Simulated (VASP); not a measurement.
Runs of VASP 6.6.1 on NaH. It takes space group Fm-3m (No. 225, cubic). Conventional cell: a = 4.880 Å, b = 4.880 Å, c = 4.880 Å, α = 90.00°, β = 90.00°, γ = 90.00°. Na (site symmetry m-3m) is surrounded by 6 H at 2.44 Å. H (site symmetry m-3m) is surrounded by 6 Na at 2.44 Å. 

| level | exchange at q = 0 | share of exact exchange | screening parameter | gap on the mesh (eV) | pressure (GPa) |
| --- | --- | --- | --- | --- | --- |
| r2SCAN-EpsX | truncated | 0.3213 | - | (b) | -1.4 |
| HSE03 | - | - | - | (a) | -1.0 |
| PBE0 | truncated | - | - | 5.51 | -1.0 |
| HSE06 | - | - | 0.2 1/A | 4.81 | -1.0 |

Alike in all rows: task band structure; potentials or basis VASP PAW PBE potentials, release 64 (Na_pv, H); no spin polarisation; cell as given; k mesh 6 × 6 × 6; cutoff (eV) 520; smearing gaussian 0.02 eV.

**Question.** Estimate the missing entries.

**Answer.** (a) 4.57; (b) 6.33.

Caveats: the PAW data sets were made with another functional, which shifts forces and pressure a little.

A k mesh can miss the band edges.
